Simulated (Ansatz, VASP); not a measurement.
## Al in VASP and in Ansatz

The input INCAR:

```
  PREC = Accurate
  ENCUT = 520
  EDIFF = 1E-7
  ISMEAR = 0
  SIGMA = 0.011
  LREAL = F
  LASPH = T
  NELM = 80
  ALGO = Normal
  ISIF = 2
  LWAVE = F
  LCHARG = T
  GGA = PE
  LELF = T
  LVHAR = T
```

File KPOINTS:

```
Automatic mesh
0
Gamma
  11 11 11
```

POSCAR

```
Al
1.0
    0.0000000000      2.0248050000      2.0248050000
    2.0248050000      0.0000000000      2.0248050000
    2.0248050000      2.0248050000      0.0000000000
Al
1
Direct
    0.0000000000      0.0000000000      0.0000000000
```

Contents of input.yaml:

```yaml
crystal:
  lattice:
    - [0.0, 2.024805, 2.024805]
    - [2.024805, 0.0, 2.024805]
    - [2.024805, 2.024805, 0.0]
  atoms:
    - { symbol: Al, position: [0.0, 0.0, 0.0] }
hamiltonian:
  xc: pbe
  pseudopotentials: { kind: paw }
kpoints:
  mp_grid: { grid: [11, 11, 11] }
scf:
  occupations: { method: gaussian, width: 0.011 }
output:
  forces: true
  stress: true
  eigenvalues: true
```

Alike in both runs: task single point; functional PBE; k mesh 11 × 11 × 11; occupations gaussian, width 0.011 eV; no spin polarisation.

```csv
,VASP,Ansatz
version,VASP 6.6.1,Ansatz 0.2.0
potentials or method,"VASP PAW PBE potentials, release 64 (Al)",Ansatz PAW
plane-wave cutoff (eV),520,420
valence electrons in the cell,3,3
```

VASP gave:

```
gap on the k mesh at the Fermi level (eV) : none
pressure (GPa)                            : -0.6
```

Estimate Ansatz's values.

gap on the k mesh at the Fermi level (eV): none; pressure (GPa): -0.5.

A gap of «none» marks a metal or a gap that the smearing closes. The functional is the same, so the differences come from potentials, cutoffs and numerics.
